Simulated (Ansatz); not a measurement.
Runs of Ansatz 0.2.0 on Al. Symmetry: Fm-3m, No. 225, cubic system. The conventional cell has a = 4.050 Å, b = 4.050 Å, c = 4.050 Å, α = 90.00°, β = 90.00°, γ = 90.00°. Around Al (site symmetry m-3m) lie 12 Al at 2.86 Å. 

```tsv
task	level	potentials or basis	spin	cell	k mesh	cutoff (eV)	smearing	basis error allowed	mesh quality	gap on the mesh (eV)	pressure (GPa)	moment (μB)	relaxed volume (Å³/atom)
atomic charges	PBEsol	all-electron LAPW, relativistic spinors	non-collinear, ferromagnetic start, SOC	as given	8 × 8 × 8	116	fermi-dirac 0.15 eV	0.002 eV/atom	coarse	none	-1.9	0.00	-
single point	RPBE	all-electron LAPW, scalar-relativistic	off	as given	11 × 11 × 11	130	gaussian 0.05 eV	0.001 eV/atom	not flagged	none	(b)	-	-
relaxation of cell and atoms	BLYP+D3(BJ)	all-electron LAPW, scalar-relativistic	off	relaxed	11 × 11 × 11	-	fermi-dirac 0.05 eV	0.001 eV/atom	not flagged	-	0.0	-	15.50
single point	PBE	all-electron LAPW, scalar-relativistic	off	as given	11 × 11 × 11	130	gaussian 0.023 eV	0.001 eV/atom	not flagged	none	-0.5	-	-
band structure	revPBE	all-electron PAW datasets made for the crystal	collinear, ferromagnetic start	as given	11 × 11 × 11	140	cold 0.05 eV	-	not flagged	-	0.7	0.00	-
single point	PBE	all-electron LAPW, scalar-relativistic	off	as given	7 × 7 × 7	107	fermi-dirac 0.04 eV	0.003 eV/atom	coarse	none	-1.0	-	-
band structure	revPBE	all-electron LAPW, scalar-relativistic	off	as given	11 × 11 × 11	130	fermi-dirac 0.05 eV	0.001 eV/atom	not flagged	-	0.7	-	-
relaxation of cell and atoms	PBE+D3(BJ)	all-electron LAPW, scalar-relativistic	off	relaxed	11 × 11 × 11	-	fermi-dirac 0.05 eV	0.001 eV/atom	not flagged	-	0.0	-	(a)
single point	PBE	all-electron LAPW, scalar-relativistic	off	as given	11 × 11 × 11	130	gaussian 0.02 eV	0.001 eV/atom	not flagged	none	-0.5	-	-
band structure	PBEsol	all-electron LAPW, scalar-relativistic	off	as given	11 × 11 × 11	130	fermi-dirac 0.05 eV	0.001 eV/atom	not flagged	-	-1.9	-	-
band structure	BLYP	all-electron PAW datasets made for the crystal	collinear, ferromagnetic start	as given	11 × 11 × 11	140	gaussian 0.01 eV	-	not flagged	-	3.0	0.05	-
single point	PBE	all-electron LAPW, scalar-relativistic	off	as given	4 × 4 × 4	107	fermi-dirac 0.03 eV	0.003 eV/atom	coarse	none	0.3	-	-
```

Problem. Fill in the values left out.

Solution. (a) 15.82; (b) 1.0.

Caveats: some runs use coarse meshes; the k mesh is thin for a metal, which can move the energy by tens of meV per atom (some runs).

A k mesh can miss the band edges.

A gap of «none» marks a metal or a gap under the smearing width.

Not every run made on this cell is shown here.
